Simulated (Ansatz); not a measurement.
Li3N in space group P6/mmm (No. 191; Li on 1b, Li on 2c, N on 1a), r²SCAN (plane waves, PAW; program Ansatz). The conduction-band minimum lies at Γ, with 1 equivalent valley. Second derivatives d²E/dk² of the lowest band at one valley (eV·Å²), along Cartesian directions:

```json
[
 {"direction": "[100]", "d²E/dk²": "21.80"},
 {"direction": "[010]", "d²E/dk²": "21.80"},
 {"direction": "[001]", "d²E/dk²": "23.78"},
 {"direction": "[110]", "d²E/dk²": "21.80"},
 {"direction": "[101]", "d²E/dk²": "22.79"},
 {"direction": "[011]", "d²E/dk²": "22.79"}
]
```

Problem. Find the principal effective masses, the density-of-states mass and the conductivity mass.

Solution. Off-diagonal terms follow from H_xy = H[110] − (H_xx + H_yy)/2, and m*/mₑ = 7.620 eV·Å² over each eigenvalue: 0.32, 0.35, 0.35. One valley's DOS mass (m₁m₂m₃)^(1/3) = 0.34, conductivity mass 3/(Σ 1/mᵢ) = 0.34 mₑ.

Problem. What effective density of states Nc follows at 300 K for parabolic valleys?

Solution. Nc = 2.509e19 × 1 × (0.34)^(3/2) ≈ 5.0e18 cm⁻³.

The r²SCAN relaxation kept the symmetry of its start; phonons on a q-mesh show weakly imaginary modes.

Potentials: the later of the program's two PAW sets.

Edges and masses are those of Kohn–Sham bands, whose gap is no quasiparticle gap.
